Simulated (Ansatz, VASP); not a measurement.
## Hg in VASP and in Ansatz

```
Hg
1.0
     3.09361    0.00000    0.00000
     0.00000    3.09361    0.00000
     0.00000    0.00000    3.09361
Hg
1
Direct
  0.00000 0.00000 0.00000
```

Alike in both runs: task single point; functional PBE; k mesh 12 × 12 × 12; occupations fermi-dirac, width 0.05 eV; no spin polarisation.

```csv
,VASP,Ansatz
version,VASP 6.6.1,Ansatz 0.2.0
potentials or method,"VASP PAW PBE potentials, release 64 (Hg), cutoff 520 eV","all-electron LAPW, scalar-relativistic"
```

VASP gave:

| Property | Result |
| --- | --- |
| pressure (GPa) | 0.2 |

Q: What did Ansatz give for the same quantities?

A: Pressure (GPa): 0.0.

Ansatz ran all-electron here, so the differences hold the error of VASP's frozen core and of both bases.

The runs have no spin-orbit coupling, so splittings on Hg are missing.
